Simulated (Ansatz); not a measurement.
Crystal: Ge.

```
CELL_PARAMETERS angstrom
1.48805 -2.59469 0.00000
1.48805 2.59469 0.00000
0.00000 0.00000 4.72760
ATOMIC_POSITIONS crystal
Ge 0.33345 0.66655 0.25000
Ge 0.66655 0.33345 0.75000
```

This isn't the form of Ge at room conditions, which is diamond.

* Program: Ansatz 0.2.0
* Task: single point
* Functional: PBEsol
* Potentials or basis: Ansatz PAW
* Cutoff: 420 eV (not typed: the program's choice for these potentials)
* k mesh: 10 × 10 × 6
* Occupations: fermi-dirac, width 0.05 eV
* Spin: no spin polarisation

On this cell: pressure 0.5 GPa; largest force under 0.003 eV/Å; band gap on the k mesh none (metal or under the smearing width).

The same run follows on a disturbed copy (atoms moved at random, drawn with an rms of 0.05 Å):

```xyz
2
Lattice="1.4881 -2.5947 0.0000 1.4881 2.5947 0.0000 0.0000 0.0000 4.7276" Properties=species:S:1:pos:R:3 pbc="T T T"
Ge    1.4977    0.9140    1.1971
Ge    1.5104   -0.8905    3.5233
```

Problem. What changes?

Solution. The energy (extrapolated to zero smearing) moves by -0.1 meV/atom; pressure 0.5 GPa; largest force 0.023 eV/Å; band gap on the k mesh none (metal or under the smearing width).

Forces on the atoms (eV/Å):
```
Ge   0.000 -0.011 -0.020
Ge   0.000  0.011  0.020
```

Stress tensor (GPa, compression positive):
```
-0.20  0.02 -0.03
 0.02 -0.39  0.05
-0.03  0.05  2.23
```

Caveats: the PAW data sets come from PBE, with cores solved anew for the run's functional, which leaves a small shift of forces and pressure.
